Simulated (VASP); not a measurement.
Input of a VASP 6.6.1 run:

Contents of INCAR:

```
PREC = Accurate ; ENCUT = 600
EDIFF = 1E-6 ; ISMEAR = 0
SIGMA = 0.03 ; LREAL = F
LASPH = T ; NELM = 80
ALGO = Normal ; ISIF = 3
LWAVE = F ; LCHARG = F
IBRION = 2 ; NSW = 90
EDIFFG = -0.01 ; KPAR = 2
```

Contents of KPOINTS:

```
Automatic mesh
0
Gamma
  12 12 3
```

File POSCAR:

```
SiC
1.0
    3.0756941497      0.0000000000      0.0000000000
   -1.5378470748      2.6636292679      0.0000000000
    0.0000000000      0.0000000000     10.0706464800
Si C
4 4
Direct
    0.6666666700      0.3333333300      0.9378419800
    0.3333333300      0.6666666700      0.4378419800
    0.0000000000      0.0000000000      0.6878943800
    0.0000000000      0.0000000000      0.1878943800
    0.6666666700      0.3333333300      0.7498025900
    0.3333333300      0.6666666700      0.2498025900
    0.0000000000      0.0000000000      0.5004600500
    0.0000000000      0.0000000000      0.0004600500
```

Potentials or basis: VASP PAW LDA potentials, release 64 (Si, C).

Launch:

```console
$ cat potpaw_LDA.64/Si/POTCAR potpaw_LDA.64/C/POTCAR > POTCAR
$ mpirun -np 2 vasp_std > vasp.out
```

(1) What does it give for the band gap on the k mesh?

(2) What does it give for the relaxed volume?

(3) Predict the relaxed cell.

(4) Estimate the space group after relaxing (to 0.05 Å).

## Answers

(1) 2.17 eV, indirect (least direct gap 3.30 eV).

(2) 10.15 Å³/atom.

(3) a = 3.059 Å, b = 3.059 Å, c = 10.017 Å, α = 90.00°, β = 90.00°, γ = 120.00°.

(4) P6_3mc (No. 186).

Caveat: an odd mesh through Γ misses points on the zone boundary, where band edges often lie.
